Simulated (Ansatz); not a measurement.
input.yaml (Ansatz)

```yaml
crystal:
  lattice:
    - [0.0, 2.5046167506, 2.5046167506]
    - [2.5046167506, 0.0, 2.5046167506]
    - [2.5046167506, 2.5046167506, 0.0]
  atoms:
    - { symbol: Co, position: [0.125, 0.125, 0.125], spin: 1.745 }
    - { symbol: Co, position: [0.875, 0.875, 0.875], spin: 1.745 }
hamiltonian:
  xc: pbe
  pseudopotentials:
    kind: paw
    azcp:
      Co: "pseudopotentials/Co.paw.azcp"
basis:
  ecutwfc: 420
  fft_grid_basis: typed
kpoints:
  mp_grid: { grid: [12, 12, 12], shift: [0, 0, 0] }
magnetization:
  spin_polarized: true
scf:
  occupations: { method: fermi_dirac, width: 0.05 }
  lower_state_search: "off"
output:
  stress: true
```

Terminal output

```
Engine: ansatz 0.2.0, x86_64-unknown-linux-gnu
Pseudopotentials: kind: paw
Pseudopotential: Co, paw, valence charge 17, recommended cutoff 420 eV (normal) 
Functional definition: PBE
  parameter kappa = 0.804
  parameter beta = 0.06672455060314922
  exchange = pbe_x(kappa = kappa, mu = beta*pi^2/3)
  correlation = pbe_c(beta = beta)
Crystal: 2 atoms, lattice volume = 31.423 Å³
Basis set: ecut = 420 eV, 609 PW (Γ)
Bands: 23, of which v1, the nominal top of the filled ones, is band 17 counted from 1 (16 counted from 0)
Symmetry: 48 space group operations
Space group: Fd-3m (ITA 227), of the structure as read, at distance tolerance 3.2e-5 Å
Magnetic group: BNS 227.128 (UNI 1630), of the structure as read, at distance tolerance 3.2e-5 Å
k-points: 72 of 1728
Non-local potential: Co, projectors of the file, l = 0: 3, l = 1: 2, l = 2: 3, l = 3: 1
PAW form: soft (Blöchl's): semilocal exchange-correlation on the pseudo side does not see the compensation charge
PAW one-centre angular grid: Co, 590 points (default); XC on 64 Gauss nodes
Initial density: superposition of atomic densities (chi_scale 0.1, normalization cell)
Starting moments: Σ|m| = 3.49 μB on 2 of 2 sites
Initial wavefunctions: pseudopotential atomic-orbital guess
Functional: x = pbe(κ = 0.804, μ = 0.2195149727645171), c = pbe(β = 0.06672455060314922)
SCF iter   1: F=—  HF=-10249.904742 eV  |F-HF|=—  |Δ(HF+E_count)|=         —  Δρ=5.56e-2 (↑5.56e-2 ↓3.05e-2)  dr2=1.79e0  dr2_m=1.51e-1  M=3.212 μB ∫|m|=3.227 μB  β_m=1.00  ethr=3.10e-3  ⟨swp⟩=5.5  Hψ=12927  notcnv=0
spin=Collinear: Kerker preconditioning applied to the charge; magnetization (m = ρ↑ − ρ↓) channel mixes plain (no charge-response kernel on spin).
SCF iter   2: F=—  HF=-10249.736675 eV  |F-HF|=—  |Δ(HF+E_count)|=   1.68e-1  Δρ=1.86e-2 (↑1.86e-2 ↓1.74e-2)  dr2=4.09e-1  dr2_m=1.72e-2  M=3.189 μB ∫|m|=3.308 μB  β_m=1.00  ethr=3.10e-3  ⟨swp⟩=2.8  Hψ=6657  notcnv=0  defer=47
SCF iter   3: F=—  HF=-10249.690355 eV  |F-HF|=—  |Δ(HF+E_count)|=   4.63e-2  Δρ=1.27e-2 (↑1.27e-2 ↓1.22e-2)  dr2=2.13e-1  dr2_m=4.74e-3  M=3.223 μB ∫|m|=3.374 μB  β_m=1.00  ethr=1.20e-3  ⟨swp⟩=1.5  Hψ=3529  notcnv=0  defer=47
SCF iter   4: F=—  HF=-10249.630136 eV  |F-HF|=—  |Δ(HF+E_count)|=   6.02e-2  Δρ=7.51e-3 (↑3.64e-3 ↓7.51e-3)  dr2=1.08e-2  dr2_m=5.49e-3  M=3.285 μB ∫|m|=3.445 μB  β_m=1.00  ethr=6.25e-4  ⟨swp⟩=2.6  Hψ=5361  notcnv=0  defer=53
SCF iter   5: F=—  HF=-10249.651517 eV  |F-HF|=—  |Δ(HF+E_count)|=   2.14e-2  Δρ=5.27e-3 (↑2.51e-3 ↓5.27e-3)  dr2=7.20e-3  dr2_m=2.01e-3  M=3.322 μB ∫|m|=3.488 μB  β_m=1.00  ethr=3.19e-5  ⟨swp⟩=2.3  Hψ=6151  notcnv=0  defer=53
SCF iter   6: F=—  HF=-10249.671186 eV  |F-HF|=—  |Δ(HF+E_count)|=   1.97e-2  Δρ=2.13e-3 (↑1.81e-3 ↓2.13e-3)  dr2=2.50e-4  dr2_m=1.01e-3  M=3.345 μB ∫|m|=3.517 μB  β_m=1.00  ethr=2.12e-5  ⟨swp⟩=2.0  Hψ=6477  notcnv=0  defer=53
SCF iter   7: F=—  HF=-10249.679620 eV  |F-HF|=—  |Δ(HF+E_count)|=   8.43e-3  Δρ=1.74e-3 (↑1.74e-3 ↓1.46e-3)  dr2=6.94e-5  dr2_m=6.79e-4  M=3.365 μB ∫|m|=3.541 μB  β_m=0.30  ethr=7.36e-7  ⟨swp⟩=2.0  Hψ=5720  notcnv=0  defer=53
Mixer restart at iter 7: flushing history
spin-set hold released at iteration 7 (site moments contracting): the magnetisation degrees of freedom join the quasi-Newton model from the next iteration; the mixer history was flushed
SCF iter   8: F=—  HF=-10249.686788 eV  |F-HF|=—  |Δ(HF+E_count)|=   7.17e-3  Δρ=2.39e-3 (↑2.39e-3 ↓1.91e-3)  dr2=5.70e-5  dr2_m=1.29e-3  M=3.378 μB ∫|m|=3.557 μB  β_m=0.53  ethr=2.04e-7  ⟨swp⟩=2.0  Hψ=5840  notcnv=0  defer=53
SCF iter   9: F=—  HF=-10249.695546 eV  |F-HF|=—  |Δ(HF+E_count)|=   8.76e-3  Δρ=1.82e-3 (↑1.82e-3 ↓1.54e-3)  dr2=2.12e-5  dr2_m=8.03e-4  M=3.415 μB ∫|m|=3.606 μB  β_m=0.79  ethr=1.68e-7  ⟨swp⟩=3.3  Hψ=7697  notcnv=0  defer=53
SCF iter  10: F=—  HF=-10249.695766 eV  |F-HF|=—  |Δ(HF+E_count)|=   2.20e-4  Δρ=3.95e-4 (↑8.24e-5 ↓3.95e-4)  dr2=2.03e-5  dr2_m=1.61e-5  M=3.424 μB ∫|m|=3.621 μB  β_m=0.89  ethr=6.24e-8  ⟨swp⟩=2.0  Hψ=5679  notcnv=0  defer=53
SCF iter  11: F=—  HF=-10249.695771 eV  |F-HF|=—  |Δ(HF+E_count)|=   5.22e-6  Δρ=1.15e-4 (↑1.15e-4 ↓5.94e-5)  dr2=3.16e-6  dr2_m=2.49e-7  M=3.425 μB ∫|m|=3.623 μB  β_m=0.86  ethr=5.97e-8  ⟨swp⟩=2.0  Hψ=5065  notcnv=0  defer=53
SCF iter  12: F=—  HF=-10249.695772 eV  |F-HF|=—  |Δ(HF+E_count)|=   7.24e-7  Δρ=1.27e-4 (↑1.27e-4 ↓1.27e-4)  dr2=1.27e-5  dr2_m=6.27e-9  M=3.425 μB ∫|m|=3.624 μB  β_m=0.66  ethr=9.29e-9  ⟨swp⟩=2.0  Hψ=5760  notcnv=0  defer=53
SCF iter  13: F=—  HF=-10249.695769 eV  |F-HF|=—  |Δ(HF+E_count)|=   2.86e-6  Δρ=2.64e-5 (↑2.47e-5 ↓2.64e-5)  dr2=3.27e-7  dr2_m=2.63e-9  M=3.425 μB ∫|m|=3.623 μB  β_m=0.83  ethr=9.29e-9  ⟨swp⟩=2.0  Hψ=5723  notcnv=0  defer=53
iter 14 met the thresholds in force, and the SCF goes on: an eigenvalue changes by 0.65 meV, over its tolerance of 0.50 meV (output.eigenvalues, Limitations)
SCF iter  14: F=-10249.695769 eV  HF=-10249.695769 eV  |F-HF|=1.58e-8  |Δ(HF+E_count)|=   1.52e-7  Δρ=7.57e-6 (↑4.53e-6 ↓7.57e-6)  dr2=4.86e-8  dr2_m=1.07e-9  M=3.425 μB ∫|m|=3.623 μB  β_m=0.92  ethr=2.94e-10  ⟨swp⟩=4.0  Hψ=11024  notcnv=0
SCF iter  15: F=-10249.695769 eV  HF=-10249.695769 eV  |F-HF|=2.91e-10  |Δ(HF+E_count)|=  5.06e-10  Δρ=1.44e-6 (↑1.44e-6 ↓9.63e-7)  dr2=2.08e-9  dr2_m=3.02e-11  M=3.425 μB ∫|m|=3.623 μB  ethr=1.43e-10  ⟨swp⟩=2.0  Hψ=8690  notcnv=0
SCF 1 converged in 15 iterations: F = -10249.695769 eV  dr2 = 2.08e-9
SCF converged after 15 iterations
an eigenvalue changed by more than its tolerance at an iteration that met the thresholds in force, so the SCF went on 1 time: the last check found none over its tolerance
Magnetization: 3.4250 μB (18.7125 up, 15.2875 down)
Absolute magnetization: 3.6249 μB (∫|ρ↑−ρ↓|, with the PAW one-centre terms)
Spin contamination: 0.0608 ħ² per cell (⟨S²⟩ above its minimum at these occupations)
Per-site moments (μB) at R_I (Å): [(1.7176311098185963, 0.8947379647649988), (1.7176311098185961, 0.8947379647649988)]
Free energy (F): -10249.695769 eV
Harris-Foulkes:  -10249.695769 eV  (|F-HF|=2.91e-10)
Internal energy: -10249.679432 eV  (E = F + TS)
E sigma→0 (E₀):  -10249.687600 eV
Entropy (-TS):   -0.016338 eV (-8.169 meV/atom)
Fermi energy:    11.496278 eV
--- Per-component energies (eV) ---
  E_band       = -724.030790
  E_kinetic    = 909.527594
  E_local      = -7343.867480  (includes V_loc(G=0)·N_el)
  E_nonlocal   = 917.781566
  E_hartree    = 3096.463703
  E_xc         = -315.081248
  E_vxc        = -406.331642  (∫ρ·V_xc dr)
  E_paw        = -3039.338622  (= ΣΔE_a)
  E_vpaw       = -994.072374  (= ΣTr[D̂ρ^β])
  E_aug_tail   = 0.000132  (compensation charges beyond the density's cutoff)
  E_ewald      = -4475.165077
  E_smearing   = -0.016338  (= −TS)
  E_closure    = 0.000000  (closes the sum)
  Σ components = -10249.695769   (vs F -10249.695769, Δ=0.00e0)
--- Stress (GPa, compression-positive) ---
        4.696087       0.000000       0.000000
        0.000000       4.696087       0.000000
        0.000000      -0.000000       4.696087
  P = ⅓ Tr σ = 4.6961 GPa (46.961 kbar)
```

Command:

```sh
ansatz run input.yaml --threads 1 --pin off --max-ram 3584MiB --backend cpu --events-out ev --progress --plain --runs-dir out
```

On 1 thread of Intel(R) Xeon(R) Platinum 8259CL CPU @ 2.50GHz (Skylake/Cascade Lake) (shared host) this took about 16 s of wall time and 14 s of CPU time.
